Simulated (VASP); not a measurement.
Wanted: the native input for a VASP 6.6.1 run.

| Quantity | Value |
| --- | --- |
| Task | single point |
| Functional | PBEsol |
| Potentials or basis | VASP PAW PBE potentials, release 64 (Mg) |
| Cutoff | 520 eV |
| k mesh | 3 × 2 × 3 |
| Occupations | fermi-dirac, width 0.1 eV |
| Spin | no spin polarisation |
| Dipole correction | no |
| Further INCAR settings | ALGO = Normal; EDIFF = 1e-07; NBANDS = 25 |

The structure of Mg (a cell with a defect) lies in POSCAR:

```
Mg
1.0
    6.4200000000      0.0000000000      0.0000000000
   -4.8150000000      8.3398250000      0.0000000000
    0.0000000000      0.0000000000      5.2130400000
Mg
13
Direct
    0.0087043000     -0.0124291577      0.0042583598
    0.1169882358      0.2136283435      0.5625586990
    0.0028727584      0.3171586934      0.0811940825
    0.2485225716      0.6360988390      0.4450441585
   -0.0288933532      0.6291226734     -0.0100413578
    0.0049077294      0.8126767648      0.5199231159
    0.4712231195     -0.0344171490     -0.0772884919
    0.8367297137      0.3643920586      0.5905634716
    0.4825768057      0.3098774854     -0.0255035450
    0.5683403140      0.5100049461      0.4364831269
    0.5204907258      0.6637726811     -0.0601142520
    0.6790136919      0.9266338322      0.4380737535
    0.4279733018      0.1026993972      0.4099937848
```

The cell was built by a generator and needn't be a form met in nature.

The input as run:

INCAR

```
  ALGO = Normal
  EDIFF = 1E-7
  ENCUT = 520
  GGA = PS
  ISIF = 2
  ISMEAR = -1
  LASPH = T
  LCHARG = T
  LELF = T
  LREAL = F
  LVHAR = T
  LWAVE = F
  NBANDS = 25
  NELM = 100
  PREC = Accurate
  SIGMA = 0.1
```

KPOINTS

```
k-points
0
Gamma
  3 2 3
```

Potentials or basis: VASP PAW PBE potentials, release 64 (Mg).

Run with:

```sh
$ cat potpaw_PBE.64/Mg/POTCAR > POTCAR
$ mpirun -np 1 vasp_std > vasp.out
```

It gave:

```
Pressure               : 3.8 GPa
Largest force          : 0.063 eV/Å
Band gap on the k mesh : none (metal or under the smearing width)
```

Caveat: the k mesh is coarse (spacing up to 0.40 Å⁻¹), so the values aren't converged; the PAW data sets were made with another functional, which shifts forces and pressure a little.

Run time: 83 s on 1 thread of Intel(R) Xeon(R) Platinum 8488C (Sapphire Rapids) (shared host), peak memory 0.36 GiB.
